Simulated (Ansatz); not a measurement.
**A vibration from a frozen displacement in BaTiO3**

All numbers below come from Ansatz 0.2.0, DFT PBE, scalar-relativistic, plane waves, PAW. The runs took a 420 eV cutoff, a Γ-centred 6×6×6 mesh and Gaussian smearing (0.05 eV). Spin–orbit coupling is left out, which matters for the heavy elements here. No spin polarisation. Energies are free energies at this smearing, counted from the undisturbed cell; pressure is positive in compression.

The undisturbed cell (relaxed at this level; it needn't be the usual structure):

```
CELL_PARAMETERS angstrom
2.86307 1.65299 2.35630
-2.86307 1.65299 2.35630
0.00000 -3.30599 2.35630
ATOMIC_POSITIONS crystal
Ba 0.00495 0.00495 0.00495
Ti 0.51919 0.51919 0.51919
O 0.48839 0.48839 0.97777
O 0.48839 0.97777 0.48839
O 0.97777 0.48839 0.48839
```

Atom 3 (O) is moved by x along the Cartesian unit vector (0.000, 0.000, 1.000); the cell and all other atoms stay fixed. The cell's volume is 66.91 Å³; the moved atoms weigh 15.999 u together and the others 217.192 u.

```
  x (Å)  ΔE (meV/cell) total force on the moved atoms along the move (eV/Å) pressure (GPa)
-0.2000         142.86                                                1.4815          2.9818
-0.1500          78.85                                                1.0820          2.0859
-0.1000          34.35                                                0.7011          1.2891
-0.0500           8.40                                                0.3402          0.5967
 0.0000           0.00                                               -0.0006          0.0137
 0.0500           8.14                                               -0.3218         -0.4558
 0.1000          31.88                                               -0.6251         -0.8079
 0.1500          70.39                                               -0.9128         -1.0397
 0.1750          94.95                                               -1.0519         -1.1098
 0.2000         122.96                                               -1.1883         -1.1489
```

Q: What frequency belongs to this motion?

A: The force constant is k = −dF/dx = 6.620 eV/Å², from the parabola through x = -0.0500, 0 and 0.0500. In every cell the moved atoms swing against the rest, so the mass is μ = m₁m₂/(m₁ + m₂) = 14.901 u, and ν̃ = 521.5 cm⁻¹ × √(|k|/μ) = 348 cm⁻¹. The pattern needn't be a normal mode: ν̃² is then a weighted mean of the squared nonzero frequencies at the zone centre of this cell, taken without macroscopic field, so it lies between the lowest and the highest of them.

Q: How far does the harmonic law reach?

A: At x = -0.200 Å, kx²/2 = 132.40 meV against the computed 142.86 meV (+7.9 %): the well is still close to harmonic there.

Cost: 10 runs of about 1.6 core-minutes in all, on Arm Neoverse V2 (shared hosts).

The well is lopsided: at equal amplitude, displacing the oxygen towards negative x always costs more energy than displacing it towards positive x, 142.86 against 122.96 meV at the largest step. The relaxed cell is rhombohedral and polar, with titanium and oxygen shifted in opposite directions along the threefold axis, so each oxygen has one short and one long Ti–O bond. Negative x compresses the short bond further, where Pauli repulsion rises steeply; positive x lengthens it and partly undoes the off-centring that Ti 3d–O 2p hybridisation favours.

The pressure fits this picture. It changes sign with x, a nearly linear response at small amplitude that the polar structure allows, and suggests that weaker off-centring favours a smaller volume. That volume is itself larger than experiment, as is usual for PBE in ferroelectric perovskites, which probably exaggerates the polar distortion too.

The single well doesn't argue against ferroelectric switching, since moving one oxygen sublattice from an already polar minimum doesn't follow the cooperative path to the reversed state.
